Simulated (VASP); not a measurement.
# BN in VASP: one cell, several levels of theory, part 2 of 2

VASP 6.6.1, plane waves, PAW.

**3. Single point with r2SCAN**

Contents of INCAR:

```
ENCUT = 520.000000
SIGMA = 0.010000
EDIFF = 1.00e-07
ALGO = Normal
METAGGA = R2SCAN
PREC = Accurate
IBRION = -1
ISIF = 2
ISMEAR = 0
NBANDS = 11
NELM = 120
NSW = 0
LASPH = .TRUE.
LCHARG = .FALSE.
LWAVE = .FALSE.
LREAL = .FALSE.
```

Contents of KPOINTS:

```
KPOINTS created by Atomic Simulation Environment
0
Gamma
12 12 12
0 0 0
```

Contents of KPOINTS_OPT:

```
special points
11
Reciprocal
0.0000000000 0.0000000000 0.0000000000 1
-0.3498629863 -0.3498629863 0.3498361305 1
0.3498630853 -0.6501369147 -0.3498746098 1
0.5000000991 -0.4999999009 -0.5000000989 1
0.5000000991 -0.4999999009 -0.0000000992 1
0.3004652424 -0.6995347576 0.1995194411 1
-0.3004651433 -0.3004651433 0.8004420791 1
0.0000000000 0.0000000000 0.4999999998 1
0.0000000495 -0.4999999505 0.4999807601 1
0.3403722137 -0.6596277863 0.1596155330 1
0.3098960000 0.3880210000 0.0104170000 1
```

Contents of POSCAR:

```
B  N
 1.0000000000000000
     2.3561215006000000    0.0026307079000000   -0.2315042030000000
    -1.1689244400000001    2.0457049564999998    0.2315452333000000
    -0.8758633087000000   -0.8605277782000000    3.1374682307000001
 B   N
   1   1
Cartesian
  1.1815751210095349  2.0360155408550806 -0.0183994803346899
  0.2991889139361912 -0.1889424354480080  3.0376020648360935
```

The run is started by

```bash
$ mpirun -np 1 vasp_std
```

Printed to the terminal (iteration lines stand in OSZICAR):

```text
POSCAR found type information on POSCAR B N
 POSCAR found :  2 types and       2 ions
 -----------------------------------------------------------------------------
|                                                                             |
|                                                                             |
|     You enforced a specific xc type in the INCAR file but a different       |
|     I HOPE YOU KNOW WHAT YOU ARE DOING!                                     |
|                                                                             |
 -----------------------------------------------------------------------------

 -----------------------------------------------------------------------------
|                                                                             |
|           W    W    AA    RRRRR   N    N  II  N    N   GGGG   !!!           |
|           W    W   A  A   R    R  NN   N  II  NN   N  G    G  !!!           |
|           W    W  A    A  R    R  N N  N  II  N N  N  G       !!!           |
|           W WW W  AAAAAA  RRRRR   N  N N  II  N  N N  G  GGG   !            |
|           WW  WW  A    A  R   R   N   NN  II  N   NN  G    G                |
|           W    W  A    A  R    R  N    N  II  N    N   GGGG   !!!           |
|                                                                             |
|     Inconsistent Bravais lattice types found for crystalline and            |
|     reciprocal lattice:                                                     |
|                                                                             |
|        Crystalline: triclinic                                               |
|        Reciprocal : base-centered monoclinic                                |
|                    (instead of triclinic)                                   |
|                                                                             |
|     In most cases this is due to inaccuracies in the specification of       |
|     the crytalline lattice vectors.                                         |
|                                                                             |
|     Suggested SOLUTIONS:                                                    |
|      ) Refine the lattice parameters of your structure,                     |
|                                                                             |
 -----------------------------------------------------------------------------

 LDA part: xc-table for (None), standard interpolation
 POSCAR, INCAR and KPOINTS ok, starting setup
 FFT: planning ... GRIDC
 FFT: planning ... GRID_SOFT
 FFT: planning ... GRID
 WAVECAR not read
 entering main loop
 Start KPOINTS_OPT (optional k-point list driver)
k-point batch [1-11\11]
```

OSZICAR:

```text
N       E                     dE             d eps       ncg     rms          rms(c)
DAV:   1     0.115176674338E+02    0.11518E+02   -0.50586E+03 19451   0.724E+02
DAV:   2    -0.226999181612E+02   -0.34218E+02   -0.33048E+02 22618   0.179E+02
DAV:   3    -0.233835283090E+02   -0.68361E+00   -0.68268E+00 23260   0.228E+01
DAV:   4    -0.233851516439E+02   -0.16233E-02   -0.16233E-02 20778   0.122E+00
DAV:   5    -0.233851569624E+02   -0.53186E-05   -0.53185E-05 23019   0.633E-02    0.894E+00
DAV:   6    -0.190285980580E+02    0.43566E+01   -0.35058E+00 22000   0.112E+01    0.462E+00
DAV:   7    -0.188716443214E+02    0.15695E+00   -0.78138E-01 21631   0.609E+00    0.235E+00
DAV:   8    -0.188593387787E+02    0.12306E-01   -0.10856E-01 22841   0.223E+00    0.319E-01
DAV:   9    -0.188593509608E+02   -0.12182E-04   -0.12993E-02 21995   0.864E-01    0.161E-01
DAV:  10    -0.188591416300E+02    0.20933E-03   -0.14023E-03 20917   0.268E-01    0.491E-02
DAV:  11    -0.188591714903E+02   -0.29860E-04   -0.14392E-04 22147   0.966E-02    0.224E-02
DAV:  12    -0.188591743824E+02   -0.28922E-05   -0.44542E-06 21799   0.183E-02    0.510E-03
DAV:  13    -0.188591744324E+02   -0.49945E-07   -0.17016E-07 22201   0.287E-03
   1 F= -.18859174E+02 E0= -.18859174E+02  d E =-.838968E-14
       N       E                     dE             ncg
DAV:   1     0.942904539328E+04   -0.45990E+04      250
DAV:   2     0.909462285945E+04   -0.33442E+03      289
DAV:   3     0.908708413231E+04   -0.75387E+01      307
DAV:   4     0.908707193102E+04   -0.12201E-01      266
DAV:   5     0.908707190981E+04   -0.21208E-04      284
DAV:   6     0.908707190975E+04   -0.60349E-07      283
```

Parts of OUTCAR:

```text
k-points           NKPTS =    868   k-points in BZ     NKDIM =    868   number of bands    NBANDS=     11

   NELECT =       8.0000    total number of electrons

   dimension x,y,z NGX =    18 NGY =   18 NGZ =   28
   dimension x,y,z NGXF=    36 NGYF=   36 NGZF=   56

  energy-cutoff  :      520.00
  volume of cell :       14.95
      direct lattice vectors                 reciprocal lattice vectors
     2.356121501  0.002630708 -0.231504203     0.442550697  0.231699054  0.187092696
    -1.168924440  2.045704956  0.231545233     0.012770577  0.480796809  0.135435408
    -0.875863309 -0.860527778  3.137468231     0.031711996 -0.018386451  0.322538189

 k-points in reciprocal lattice and weights: KPOINTS created by Atomic Simulation Env
   0.00000000  0.00000000  0.00000000       0.001
   0.08333333 -0.00000000 -0.00000000       0.001
   0.00000000  0.08333333 -0.08333333       0.001
   0.16666667 -0.00000000 -0.00000000       0.001
   0.00000000  0.16666667 -0.16666667       0.001
   0.25000000 -0.00000000 -0.00000000       0.001
   0.00000000  0.25000000 -0.25000000       0.001
   0.33333333 -0.00000000 -0.00000000       0.001
[... 860 more k-points ...]

 E-fermi :   3.4744

 k-point     1 :       0.0000    0.0000    0.0000
  band No.  band energies     occupation
      1     -16.5279      2.00000
      2      -1.2858      2.00000
      3       2.3438      2.00000
      4       2.3439      2.00000
      5       9.6180      0.00000
      6      17.3354      0.00000
      7      17.3369      0.00000
      8      20.2283      0.00000
      9      22.7317      0.00000
     10      34.2559      0.00000
     11      36.0845      0.00000

 k-point     2 :       0.0833   -0.0000   -0.0000
  band No.  band energies     occupation
      1     -16.3545      2.00000
      2      -1.2020      2.00000
      3       1.7106      2.00000
      4       2.0166      2.00000
      5      10.0695      0.00000
      6      17.2880      0.00000
      7      18.0667      0.00000
      8      19.5555      0.00000
      9      23.2302      0.00000
     10      32.9531      0.00000
     11      34.6295      0.00000

 k-point     3 :       0.0000    0.0833   -0.0833
  band No.  band energies     occupation
      1     -16.3545      2.00000
      2      -1.2020      2.00000
      3       1.7106      2.00000
      4       2.0166      2.00000
      5      10.0695      0.00000
      6      17.2880      0.00000
      7      18.0667      0.00000
      8      19.5555      0.00000
      9      23.2302      0.00000
     10      32.9534      0.00000
     11      34.6296      0.00000

 k-point     4 :       0.1667   -0.0000   -0.0000
  band No.  band energies     occupation
      1     -15.8450      2.00000
      2      -0.9314      2.00000
      3       0.1231      2.00000
      4       1.2253      2.00000
      5      11.2607      0.00000
      6      17.0302      0.00000
      7      17.8856      0.00000
      8      20.0458      0.00000
      9      24.4068      0.00000
     10      29.6340      0.00000
     11      33.6943      0.00000

 k-point     5 :       0.0000    0.1667   -0.1667
  band No.  band energies     occupation
      1     -15.8450      2.00000
      2      -0.9315      2.00000
      3       0.1231      2.00000
      4       1.2253      2.00000
      5      11.2608      0.00000
      6      17.0302      0.00000
      7      17.8857      0.00000
      8      20.0458      0.00000
      9      24.4067      0.00000
     10      29.6342      0.00000
     11      33.6939      0.00000

 k-point     6 :       0.2500   -0.0000   -0.0000
  band No.  band energies     occupation
      1     -15.0366      2.00000
      2      -1.9572      2.00000
      3      -0.3510      2.00000
      4       0.3150      2.00000
      5      12.5774      0.00000
      6      15.3793      0.00000
      7      17.2877      0.00000
      8      22.8419      0.00000
      9      25.6567      0.00000
     10      27.6061      0.00000
     11      32.9000      0.00000

 k-point     7 :       0.0000    0.2500   -0.2500
  band No.  band energies     occupation
      1     -15.0366      2.00000
      2      -1.9572      2.00000
      3      -0.3511      2.00000
      4       0.3150      2.00000
      5      12.5775      0.00000
      6      15.3794      0.00000
      7      17.2878      0.00000
      8      22.8419      0.00000
      9      25.6564      0.00000
     10      27.6064      0.00000
     11      32.8997      0.00000

 k-point     8 :       0.3333   -0.0000   -0.0000
  band No.  band energies     occupation
      1     -14.0162      2.00000
      2      -4.0097      2.00000
      3      -0.4630      2.00000
      4       0.4554      2.00000
      5      11.4244      0.00000
      6      15.4316      0.00000
      7      17.7144      0.00000
      8      25.6765      0.00000
      9      25.9823      0.00000
     10      27.5728      0.00000
     11      32.7138      0.00000

 k-point     9 :       0.0000    0.3333   -0.3333
  band No.  band energies     occupation
      1     -14.0162      2.00000
      2      -4.0097      2.00000
      3      -0.4630      2.00000
      4       0.4552      2.00000
      5      11.4243      0.00000
      6      15.4318      0.00000
      7      17.7147      0.00000
      8      25.6763      0.00000
      9      25.9823      0.00000
     10      27.5730      0.00000
     11      32.7136      0.00000

 k-point    10 :       0.4167   -0.0000   -0.0000
  band No.  band energies     occupation
      1     -13.0008      2.00000
      2      -5.6986      2.00000
      3      -0.9716      2.00000
      4       1.3956      2.00000
      5       9.3068      0.00000
      6      15.8271      0.00000
      7      19.2997      0.00000
      8      25.0148      0.00000
      9      28.2140      0.00000
     10      28.7764      0.00000
     11      33.0404      0.00000

 k-point    11 :       0.0000    0.4167   -0.4167
  band No.  band energies     occupation
      1     -13.0008      2.00000
      2      -5.6986      2.00000
      3      -0.9717      2.00000
      4       1.3954      2.00000
      5       9.3066      0.00000
      6      15.8272      0.00000
      7      19.3001      0.00000
      8      25.0152      0.00000
      9      28.2141      0.00000
     10      28.7763      0.00000
     11      33.0403      0.00000

 k-point    12 :       0.5000   -0.0000   -0.0000
  band No.  band energies     occupation
      1     -12.5106      2.00000
      2      -6.4205      2.00000
      3      -1.1472      2.00000
      4       1.8988      2.00000
      5       8.3538      0.00000
      6      15.8643      0.00000
      7      20.3472      0.00000
      8      24.6756      0.00000
      9      28.2858      0.00000
     10      30.0169      0.00000
     11      33.3262      0.00000

 k-point    13 :       0.0000    0.5000    0.5000
  band No.  band energies     occupation
      1     -12.5106      2.00000
      2      -6.4204      2.00000
      3      -1.1473      2.00000
      4       1.8986      2.00000
      5       8.3535      0.00000
      6      15.8644      0.00000
      7      20.3476      0.00000
      8      24.6765      0.00000
      9      28.2858      0.00000
     10      30.0168      0.00000
     11      33.3262      0.00000

 k-point    14 :       0.0000    0.0833   -0.0000
  band No.  band energies     occupation
      1     -16.3642      2.00000
      2      -1.1168      2.00000
      3       1.7004      2.00000
      4       2.0264      2.00000
      5       9.9268      0.00000
      6      17.3029      0.00000
      7      18.0680      0.00000
      8      19.5525      0.00000
      9      23.2270      0.00000
     10      33.3281      0.00000
     11      34.2761      0.00000

 k-point    15 :       0.0833   -0.0000   -0.0833
  band No.  band energies     occupation
      1     -16.3642      2.00000
      2      -1.1168      2.00000
      3       1.7004      2.00000
      4       2.0264      2.00000
      5       9.9269      0.00000
      6      17.3029      0.00000
      7      18.0680      0.00000
      8      19.5524      0.00000
      9      23.2270      0.00000
     10      33.3277      0.00000
     11      34.2772      0.00000

 k-point    16 :       0.0833    0.0833    0.0000
  band No.  band energies     occupation
      1     -16.0220      2.00000
      2      -0.9460      2.00000
      3       0.6570      2.00000
      4       1.3959      2.00000
      5      10.7692      0.00000
      6      17.3656      0.00000
      7      18.3922      0.00000
      8      19.2399      0.00000
      9      24.0689      0.00000
     10      30.1744      0.00000
     11      33.7978      0.00000

[... the tables of k-points 17 to 868 left out ...]

  Total        7.7361943      7.7830549      0.5095306      0.0409073      0.4166900     -0.7187659
  in kB      828.8986398    833.9195412     54.5939286      4.3830356     44.6464742    -77.0125560
  external PRESSURE =     572.4707032 kB  Pullay stress =       0.0000000 kB

 POSITION                                       TOTAL-FORCE (eV/Angst)
 -----------------------------------------------------------------------------------
      0.30571      1.17549      3.11907         0.000090      0.000056      0.000323
      0.29919     -0.18894      3.03760        -0.000090     -0.000056     -0.000323
 -----------------------------------------------------------------------------------
    total drift:                                0.000118     -0.000477      0.000502

  FREE ENERGIE OF THE ION-ELECTRON SYSTEM (eV)
  ---------------------------------------------------
  free  energy   TOTEN  =       -18.8591744324 eV

  energy  without entropy=      -18.8591744324  energy(sigma->0) =      -18.85917443
```

Run time: 6.2 min. Hardware: 1 MPI rank of Intel Xeon Platinum 8488C, shared host; peak memory 0.32 GiB.

The levels at the points of KPOINTS_OPT are read from vasprun.xml.

Near the gap, in eV above the top of the last filled band v; c is the band after it:

```
point    v−1      v     c    c+1
    Γ  -1.17  -1.17  6.11  13.82
    C  -7.68  -0.30  5.62  13.89
  C_2  -7.68  -0.30  5.62  13.89
  Y_2  -4.66  -1.62  4.83  12.35
  M_2  -4.56  -0.70  6.41  12.46
    D  -7.51  -0.71  5.94  13.92
  D_2  -7.51  -0.71  5.94  13.92
```

Gap with r2SCAN: 4.83 eV, valence top at (0.31, 0.39, 0.01), conduction bottom at Y_2. Least direct gap: 5.86 eV. Pressure: 57.25 GPa; the forces vanish within 0.01 eV/Å.

**4. Summary**

The summary covers parts 1 to 2.

| level | gap (eV) | pressure (GPa) |
| --- | --- | --- |
| PBE | 4.26 | 60.81 |
| r2SCAN | 4.83 | 57.25 |

What this shows: The gap spans 4.26 eV (PBE) to 4.83 eV (r2SCAN). At this one volume the pressure spans 57.2 GPa (r2SCAN) to 60.8 GPa (PBE): PBE wants the largest cell and r2SCAN the smallest.
